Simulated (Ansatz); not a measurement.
Elastic constants of ZnS at 7 GPa (stress–strain coefficients): input and output

These are results of DFT PBE, scalar-relativistic, plane waves, PAW (Ansatz), not measurements.

Launched with:
```bash
ansatz run input.yaml --threads 1 --pin off --max-ram 3072MiB --backend cpu --events-out ev --progress --plain --runs-dir out
```

Input (bare energies are in eV):
```yaml
crystal:
  lattice:
    - [0.0, 2.6469815675, 2.6469815675]
    - [2.6469815675, 0.0, 2.6469815675]
    - [2.6469815675, 2.6469815675, 0.0]
  atoms:
    - { symbol: Zn, position: [0.0, 0.0, 0.0] }
    - { symbol: S, position: [0.75, 0.75, 0.75] }
basis:
  ecutwfc: 420
kpoints:
  mp_grid: { grid: [10, 10, 10] }
hamiltonian:
  xc: pbe
scf:
  occupations: { method: fixed }
output:
  forces: true
  stress: true
  eigenvalues: true
  polarization: {}
elastic:
  mode: relaxed_ion
  stencil: two_point
```

From the output:
```
--- Elastic constants: 2 strain directions × 2 members + reference (group order 24) ---
  dense FFT box of the reference and of every strained cell: 27×27×27
  strains applied: 11, 23; error gains: componentwise 1.00 (the most a stress slope's error grows in a printed constant), spectral 1.73 (1 for all six strains in a standard setting)
  C = ∂σ_k/∂η_j (tension-positive GPa; Voigt order 11 22 33 23 13 12):
       124.169     86.636     86.636     -0.000     -0.000     -0.000
        86.636    124.169     86.636     -0.000      0.000     -0.000
        86.636     86.636    124.169     -0.000     -0.000      0.000
         0.000      0.000      0.000     46.879     -0.000     -0.000
        -0.000     -0.000      0.000      0.000     46.879     -0.000
        -0.000      0.000     -0.000      0.000     -0.000     46.879
  reference stress σ⁰ (GPa):     -6.996     -6.996     -6.996     -0.000      0.000     -0.000
  C* (energy form; C + prestress term) asymmetry max|C*_kj − C*_jk| = 4.263e-14 GPa — a small one proves nothing (zero by symmetry where the batch's group is 432, −43m or m−3m); a large one is finite-difference/SCF noise where every solve ...
  moduli (Voigt/Reuss/Hill, GPa): K = 99.15/99.15/99.15   G = 35.63/29.31/32.47   E = 87.83   ν = 0.352
  mechanically stable: yes (min eigenvalue of sym C = 37.53 GPa)
  e, the proper piezoelectric tensor (elastic.mode: relaxed_ion; C/m²; rows x y z; Voigt order 11 22 33 23 13 12):
       0.00000    0.00000    0.00000   -0.27067   -0.00000   -0.00000
      -0.00000   -0.00000   -0.00000    0.00000   -0.27067    0.00000
       0.00000   -0.00000   -0.00000   -0.00000    0.00000   -0.27067
  ±, each entry's uncertainty from the finite density of the strings (C/m²), an estimate: the size of the correction for it that the entry includes:
       0.00000    0.00000    0.00000    0.00268    0.00000    0.00000
       0.00000    0.00000    0.00000    0.00000    0.00268    0.00000
       0.00000    0.00000    0.00000    0.00000    0.00000    0.00268
  the group's symmetry takes up to 1.1e-8 C/m² out of the measured responses: error of the strings' finite density and of the mesh across them, as far as it breaks the symmetry (raise kpoints.mp_grid and any string_points); the largest step ...
  strain η (Voigt 11):  stress-route row diagonal C_11 = 124.17 GPa, energy-path curvature d²(F+E_count+ΔE)/dδ²/Ω₀ = 124.42 GPa
         δ    σ_11 (GPa) F (eV) n_scf n_hpsi n_pw
    -2.000e-3      -7.2450       -4222.6656636       9   29992    740   relax 0 steps, max|allowed force component| 5.55e-17 eV/Å
     2.000e-3      -6.7483       -4222.6721371       9   30042    745   relax 0 steps, max|allowed force component| 5.55e-17 eV/Å
  strain η (Voigt 23):  stress-route row diagonal C_44 = 46.88 GPa, energy-path curvature d²(F+E_count+ΔE)/dδ²/Ω₀ = 50.60 GPa
         δ    σ_23 (GPa) F (eV) n_scf n_hpsi n_pw
    -2.000e-3      -0.0938       -4222.6689379       8   37567    742   relax 3 steps, max|allowed force component| 1.46e-7 eV/Å
     2.000e-3       0.0938       -4222.6689379       8   37572    742   relax 3 steps, max|allowed force component| 1.46e-7 eV/Å
--- Formal polarisation (Berry phase): one branch of a lattice of values; only differences between neighbouring runs are physical ---
  axis mesh electronic ionic p = total spread (rad) least overlap resolved gap  δp at fixed H ≤   (phases in cycles; p mod 2; gap in eV; gap and δp judge the states as solved, not the mesh's step, its ...
  b1    10×10×10        0.00000000     4.50000000     4.50000000      0.199239         0.9021        2.3808           1.7e-6
  b2    10×10×10        0.00000000     4.50000000     4.50000000      0.199239         0.9021        2.3808           1.7e-6
  b3    10×10×10       -0.00000000     4.50000000     4.50000000      0.199239         0.9021        2.3808           1.7e-6
  quantum along a1:   0.20184275 e/Å² =   323.387745 µC/cm²
  quantum along a2:   0.20184275 e/Å² =   323.387745 µC/cm²
  quantum along a3:   0.20184275 e/Å² =   323.387745 µC/cm²
  P = (  0.64225971,   0.64225971,   0.64225971) e/Å² = ( 1029.013502,  1029.013502,  1029.013502) µC/cm²  (mod the quanta)
```

It took 47 s on 1 thread of AMD EPYC 9R45 96-Core Processor (Zen 5) (shared host), peak memory 0.56 GiB.